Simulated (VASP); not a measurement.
VASP inputs for La$_{2}$O$_{3}$ (strained database structure)

INCAR

```
LCHARG = .FALSE.
LASPH = .TRUE.
NBANDS = 28
GGA = PE
ISIF = 2
LWAVE = .FALSE.
EDIFF = 1E-7
SIGMA = 0.02
NELM = 120
LREAL = .FALSE.
ENCUT = 520
ISMEAR = -1
NSW = 0
PREC = Accurate
IBRION = -1
```

KPOINTS

```
KPOINTS created by Atomic Simulation Environment
0
Gamma
12 12 4
0 0 0
```

KPOINTS_OPT

```
special points
7
Reciprocal
0.0000000000 0.0000000000 0.0000000000 1
0.5000000000 0.0000000000 0.0000000000 1
0.3333333333 0.3333333333 0.0000000000 1
0.0000000000 0.0000000000 0.5000000000 1
0.5000000000 0.0000000000 0.5000000000 1
0.3333333333 0.3333333333 0.5000000000 1
0.0000000000 0.5000000000 0.5000000000 1
```

POSCAR

```
La O
 1.0000000000000000
     4.0531545909087043    0.0000000000288675    0.0000000000000000
    -2.0265772954793526    3.5101348411780280    0.0000000000000000
     0.0000000000000000    0.0000000000000000    5.8850350497999999
 La  O
   2   3
Cartesian
  2.0265772954460179  1.1700449470785876  4.4463509606834499
 -0.0000000000166672  2.3400898941283077  1.4386840891165504
  2.0265772954460179  1.1700449470785876  2.0518879022720817
 -0.0000000000166672  2.3400898941283077  3.8331471475279186
  0.0000000000000000 -0.0000000000000000 -0.0000000000000000
```

VASP ran with the recommended PBE PAW datasets (40 valence electrons in the cell).

Q: What does this run give?

A: gap between bands v and c 3.57 eV; least direct gap 3.97 eV; pressure -2.8 GPa; largest force 0.05 eV/Å.

Band v is the last that the valence electrons fill when counted band by band, and c is the next. Levels in eV from the top of v:

```csv
point,v−1,v,c,c+1
Γ,-0.43,-0.22,4.10,4.13
M,-0.58,-0.28,3.70,4.46
K,-0.68,-0.40,3.57,4.52
A,-0.29,-0.29,4.31,4.31
L,-0.62,0.00,4.32,4.37
H,-0.26,-0.26,4.05,4.54
```
